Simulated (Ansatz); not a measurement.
CuO:

```
Cu O
1.0
     2.87950    0.00000    0.00000
     0.03907    2.87928    0.00000
     0.01750    0.01724    5.17634
Cu O
2 2
Direct
  0.00000 0.50000 0.00000
  0.50000 0.00000 0.50000
  0.99842 0.00167 0.74989
  0.00158 0.99833 0.25011
```

The cell comes from a database or a generator and needn't be the stable form of this composition.

* Program: Ansatz 0.2.0
* Task: relaxation of cell and atoms
* Functional: RPBE
* Potentials or basis: Ansatz PAW
* Cutoff: 420 eV (not typed: the program's choice for these potentials)
* k mesh: 9 × 9 × 5
* Occupations: fermi-dirac, width 0.05 eV
* Spin: no spin polarisation

At the start: volume 10.73 Å³/atom.

Question: Where does the relaxation end?

Answer: It ends after 9 steps and the volume is 11.61 Å³/atom (+8.2 %); space group P4_2/mmc (No. 131, to 0.05 Å).

Step by step:
| step | energy change (eV) | largest force (eV/Å) | volume (Å³) |
| --- | --- | --- | --- |
| 1 | 0.0000 | 0.0110 | 42.92 |
| 2 | -0.0772 | 0.0078 | 44.54 |
| 3 | -0.0985 | 0.0044 | 46.04 |
| 4 | -0.0983 | 0.0018 | 46.19 |
| 5 | -0.0983 | 0.0015 | 46.19 |
| 6 | -0.1160 | 0.0015 | 46.19 |
| 7 | -0.1158 | 0.0009 | 46.41 |
| 8 | -0.1157 | 0.0002 | 46.44 |
| 9 | -0.1166 | 0.0002 | 46.44 |

Final structure:
```
Cu O
1.0
     2.99048   -0.01698   -0.00452
     0.02360    2.99038   -0.00451
     0.00995    0.00982    5.19249
Cu O
2 2
Direct
  0.00000 0.50000 0.00000
  0.50000 0.00000 0.50000
  0.99988 0.00012 0.75000
  0.00012 0.99988 0.25000
```

Caveat: the plane-wave basis is chosen anew once the cell has moved, so the energies of steps on either side of that aren't comparable; the pressure holds a Pulay correction of +0.6 GPa for the finite cutoff; the run has no spin polarisation, though such a crystal can be magnetic; the PAW data sets come from PBE, with cores solved anew for the run's functional, which leaves a small shift of forces and pressure.
